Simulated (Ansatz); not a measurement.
Molecular dynamics on a 2×2×2 supercell (16 atoms) of InP (CsCl type), relaxed with r2SCAN. Forces come from r2SCAN in the plane-wave code Ansatz: constant energy and volume (NVE), velocities drawn at 1300 K, steps of 1.5 fs. Spin polarisation is off, nuclei are classical, and the run is far too short for thermal averages. The structure comes from a prototype and may be hypothetical.

```yaml
crystal:
  lattice:
    - [6.8268301118, 0.0, 0.0]
    - [0.0, 6.8268301118, 0.0]
    - [0.0, 0.0, 6.8268301118]
  atoms:
    - { symbol: In, position: [0.0, 0.0, 0.0] }
    - { symbol: P, position: [0.25, 0.25, 0.25] }
    - { symbol: In, position: [0.0, 0.0, 0.5] }
    - { symbol: P, position: [0.25, 0.25, 0.75] }
    - { symbol: In, position: [0.0, 0.5, 0.0] }
    - { symbol: P, position: [0.25, 0.75, 0.25] }
    - { symbol: In, position: [0.0, 0.5, 0.5] }
    - { symbol: P, position: [0.25, 0.75, 0.75] }
    - { symbol: In, position: [0.5, 0.0, 0.0] }
    - { symbol: P, position: [0.75, 0.25, 0.25] }
    - { symbol: In, position: [0.5, 0.0, 0.5] }
    - { symbol: P, position: [0.75, 0.25, 0.75] }
    - { symbol: In, position: [0.5, 0.5, 0.0] }
    - { symbol: P, position: [0.75, 0.75, 0.25] }
    - { symbol: In, position: [0.5, 0.5, 0.5] }
    - { symbol: P, position: [0.75, 0.75, 0.75] }
kpoints:
  mp_grid: { grid: [2, 2, 2] }
hamiltonian:
  xc: r2scan
scf:
  occupations: { method: fermi_dirac, width: 0.112 }
md:
  ensemble: nve
  temperature: 1300
  timestep: 1.5
  n_steps: 20
  initial_velocities: maxwell_boltzmann
  seed: 7521
```

Run as `ansatz run input.yaml --threads 4 --pin off --max-ram 3686MiB --backend cpu --events-out ev --progress --plain --runs-dir out`.

Question: It ran on 4 threads of Arm Neoverse N1 (shared host). About how long did it take, and how much host memory at the peak?

Answer: About 4.6 min, with a peak of 1.7 GiB.

| step | t (fs) | T (K) | free energy F from step 0 (meV/atom) | kinetic energy (meV/atom) | largest force (eV/Å) |
| --- | --- | --- | --- | --- | --- |
| 0 | 0 | 1300 | 0.0 | 157.5 | 0.00 |
| 1 | 1.5 | 1301 | -0.1 | 157.6 | 0.07 |
| 2 | 3 | 1303 | -0.3 | 157.8 | 0.14 |
| 3 | 4.5 | 1306 | -0.7 | 158.2 | 0.20 |
| 4 | 6 | 1310 | -1.2 | 158.7 | 0.26 |
| 5 | 7.5 | 1314 | -1.8 | 159.3 | 0.33 |
| 6 | 9 | 1320 | -2.4 | 159.9 | 0.40 |
| 7 | 10.5 | 1325 | -3.1 | 160.6 | 0.48 |
| 8 | 12 | 1331 | -3.7 | 161.3 | 0.56 |
| 9 | 13.5 | 1336 | -4.4 | 161.9 | 0.64 |
| 10 | 15 | 1340 | -4.9 | 162.4 | 0.72 |
| 11 | 16.5 | 1343 | -5.2 | 162.7 | 0.81 |
| 12 | 18 | 1344 | -5.4 | 162.9 | 0.89 |
| 13 | 19.5 | 1343 | -5.2 | 162.7 | 1.04 |
| 14 | 21 | 1339 | -4.7 | 162.2 | 1.21 |
| 15 | 22.5 | 1331 | -3.9 | 161.4 | 1.39 |
| 16 | 24 | 1321 | -2.6 | 160.1 | 1.58 |
| 17 | 25.5 | 1307 | -0.9 | 158.3 | 1.79 |
| 18 | 27 | 1289 | 1.3 | 156.2 | 2.02 |
| 19 | 28.5 | 1268 | 3.8 | 153.7 | 2.25 |
| 20 | 30 | 1245 | 6.6 | 150.8 | 2.48 |

The temperature goes from 1300 K to 1245 K in 30 fs. The conserved energy stays within 0.06 meV an atom. By the last step the atoms have moved 0.24 Å in the root mean square, the drift of the whole cell taken out, 0.47 Å at most.

Positions (Å) and forces (eV/Å) at step 20:
```
In   0.033   0.081  -0.060     0.198   0.059   0.472
P    1.696   1.802   1.907    -0.307   0.181   0.105
In   0.058  -0.129   3.467    -1.163   1.598  -1.506
P    1.797   1.871   4.997    -0.377   0.046   0.584
In  -0.076   3.409  -0.082     0.526  -0.592   1.101
P    1.798   5.337   1.636    -0.341   0.070  -0.736
In   0.083   3.531   3.440    -0.704  -0.980  -0.817
P    1.280   5.213   4.960     1.013  -0.168   0.805
In   3.368  -0.086   0.128     0.613   0.336  -0.271
P    5.334   1.567   1.538     0.263  -0.557  -0.194
In   3.421   0.139   3.548     0.278  -0.766  -0.014
P    5.112   1.750   5.173    -0.012  -0.092  -0.637
In   3.300   3.324  -0.072     0.128   0.228   0.079
P    5.066   5.020   1.741    -0.134  -0.766   1.259
In   3.407   3.291   3.262     0.862   0.837   0.003
P    5.442   5.094   5.438    -0.842   0.567  -0.232
```

Where bands overlap the cell is a metal at that level, and these k meshes limit energies, forces and stress. Overlaps of a few tenths of an eV in semilocal functionals can be an artefact that a hybrid or GW lifts.
